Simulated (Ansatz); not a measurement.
# Li2S: the change of pressure with volume scale

Periodic Kohn-Sham DFT of a crystal at fixed atoms, scaled to volume_scale times the given cell; pressure positive in compression, energy less spherical unpolarised free atoms, largest_vzz the field gradient of largest size among the nuclei. The results are calculated, by Ansatz 0.2.0.

The cell before it is scaled or strained (space group Fm-3m, No. 225):
```
Li2S
1.0
      0.0000     2.8540     2.8540
      2.8540     0.0000     2.8540
      2.8540     2.8540     0.0000
Li S
2 1
Direct
  0.25000 0.25000 0.25000
  0.75000 0.75000 0.75000
  0.00000 0.00000 0.00000
```

Settings of every row: method all-electron PAW; functional LDA; relativity scalar; k mesh 7x7x7; filling fermi-dirac; smearing width 0.02 eV; nucleus gaussian.

Atom start moment: 0 on all atoms.

```csv
row,volume scale,V (Å³/atom),pressure (GPa)
1,0.94,14.568,-0.566
2,0.98,15.188,-2.248
3,1,15.498,-2.966
4,1.01,15.653,?
5,1.04,16.118,-4.196
```

Question: what pressure should row 4 give?

Worked fit of pressure. Take u = (V_r/V)^(2/3) − 1 with V_r = 15.343 Å³ an atom, which is twice the finite (Eulerian) strain; such expansions in the strain, on which the Birch-Murnaghan equation of state is built, carry the rest volume and the bulk modulus. The shown rows have u = 0.03516, 0.00679, -0.00668, -0.03232. Least squares give pressure = −2.6163 + 53.392 × u + 139.85 × u² GPa; a straight line predicts inner rows, each left out in turn, worse (root mean square 0.1 against 0.0015 GPa). The rows lie off it by 0.000, -0.001, 0.001, 0.000. The withheld row has u = -0.01325, so the fit gives −2.6163 + 53.392 × (-0.01325) + 139.85 × (-0.01325)² = -3.299 GPa.

The calculation gave -3.299 GPa. The fit meets it to the printed digit.
